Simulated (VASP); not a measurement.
Si2W:

```xyz
3
Lattice="-1.6069 1.6069 3.9150 1.6069 -1.6069 3.9150 1.6069 1.6069 -3.9150" Properties=species:S:1:pos:R:3 pbc="T T T"
W     0.0000    0.0000    0.0000
Si    0.0000    0.0000    5.2092
Si    0.0000    0.0000    2.6207
```

```yaml
Program: VASP 6.6.1
Task: relaxation of cell and atoms
Functional: LDA
Potentials_or_basis: VASP PAW LDA potentials, release 64 (W_sv, Si)
Cutoff: 600 eV
k_mesh: 10 × 10 × 10
Occupations: fermi-dirac, width 0.05 eV
Spin: no spin polarisation
```

At the start: pressure -4.9 GPa; volume 13.48 Å³/atom.

Question: How do energy, volume and symmetry change on relaxing?

Answer: Over 6 steps the energy falls by 4.6 meV/atom and the volume is 13.19 Å³/atom (-2.2 %); space group I4/mmm (No. 139, to 0.05 Å).

Step by step:
```csv
step,energy change (eV),largest force (eV/Å),pressure (GPa),volume (Å³)
1,0.0000,0.0676,-4.92,40.44
2,0.0345,0.1764,10.42,38.06
3,-0.0136,0.0126,-0.13,39.59
4,-0.0136,0.0141,0.00,39.57
5,-0.0137,0.0038,0.07,39.56
6,-0.0137,0.0074,0.06,39.56
```

Final structure:
```
W Si
1.0
    -1.59470    1.59470    3.88927
     1.59470   -1.59470    3.88927
     1.59470    1.59470   -3.88927
W Si
1 2
Cartesian
  0.0000 0.0000 7.7785
  0.0000 0.0000 5.1743
  1.5947 1.5947 -1.2851
```
